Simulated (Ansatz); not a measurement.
The system is Re.

```
Re
1.0
     2.76639    0.00000    0.00000
    -1.38319    2.39576    0.00000
     0.00000    0.00000    8.93885
Re
4
Direct
  0.66667 0.33333 0.75000
  0.00000 0.00000 0.50000
  0.33333 0.66667 0.25000
  0.00000 0.00000 0.00000
```

Program: Ansatz 0.2.0. Alike in all runs: task band structure; potentials or basis Ansatz PAW; cell as given; k mesh 11 × 11 × 3; smearing fermi-dirac 0.05 eV.

Q: Order these runs on this cell by their pressure, lowest first.
A. level r2SCAN; spin off; cutoff (eV) 500
B. level LDA; spin off; cutoff (eV) 420
C. level PBEsol; spin SOC, no magnetisation; cutoff (eV) 420
D. level PBE; spin off; cutoff (eV) 420
E. level RPBE; spin off; cutoff (eV) 420

A: B (-12.5 GPa), C (-6.1 GPa), A (-3.2 GPa), D (3.3 GPa), E (7.2 GPa).

Caveats: the PAW data sets come from PBE, with cores solved anew for the run's functional, which leaves a small shift of forces and pressure (some runs); the potentials were made for another functional, which shifts forces and pressure (some runs).

Not every run made on this cell is shown here.
